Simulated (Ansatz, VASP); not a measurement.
**Two plane-wave programs on HfB2**

File INCAR:

```
PREC = Accurate
ENCUT = 520
EDIFF = 1E-6
ISMEAR = 0
SIGMA = 0.1
LREAL = F
LASPH = T
NELM = 100
ALGO = Normal
ISIF = 2
LWAVE = F
LCHARG = T
LELF = T
LVHAR = T
NBANDS = 15
```

File KPOINTS:

```
Automatic mesh
0
Gamma
  6 6 6
```

File POSCAR:

```
HfB2
1.0
    3.1326790800      0.0000000000      0.0000000000
   -1.5663395400      2.7129796700      0.0000000000
    0.0000000000      0.0000000000      3.4792139900
Hf B
1 2
Direct
    0.0000000000      0.0000000000      0.0000000000
    0.3333333300      0.6666666700      0.5000000000
    0.6666666700      0.3333333300      0.5000000000
```

Input for Ansatz:

```yaml
crystal:
  lattice:
    - [3.13267908, 0.0, 0.0]
    - [-1.56633954, 2.71297967, 0.0]
    - [0.0, 0.0, 3.47921399]
  atoms:
    - { symbol: Hf, position: [0.0, 0.0, 0.0] }
    - { symbol: B, position: [0.33333333, 0.66666667, 0.5] }
    - { symbol: B, position: [0.66666667, 0.33333333, 0.5] }
basis:
  ecutwfc: 420
kpoints:
  mp_grid: { grid: [6, 6, 6] }
hamiltonian:
  xc: lda
scf:
  occupations: { method: gaussian, width: 0.1 }
output:
  forces: true
  stress: true
  eigenvalues: true
```

The cell comes from a database or a generator and needn't be the stable form of this composition.

Alike in both runs: task single point; functional LDA; k mesh 6 × 6 × 6; occupations gaussian, width 0.1 eV; no spin polarisation.

```csv
,VASP,Ansatz
version,VASP 6.6.1,Ansatz 0.2.0
potentials or method,"VASP PAW LDA potentials, release 64 (Hf_pv, B)","scalar-relativistic, plane waves, PAW"
plane-wave cutoff (eV),520,420
valence electrons in the cell,16,32
```

VASP gave:

* gap on the k mesh at the Fermi level (eV): none
* pressure (GPa): -8.3
* largest component of the traceless stress (GPa): 2.29

Question: Which values does Ansatz return?

Answer: gap on the k mesh at the Fermi level (eV): none; pressure (GPa): -8.7; largest component of the traceless stress (GPa): 2.53.

A gap of «none» marks a metal or a gap that the smearing closes. The two sets of potentials don't hold the same shells in valence.

Caveats: the k mesh is coarse (spacing up to 0.39 Å⁻¹), so the values aren't converged. The runs have no spin-orbit coupling, so splittings on Hf are missing.
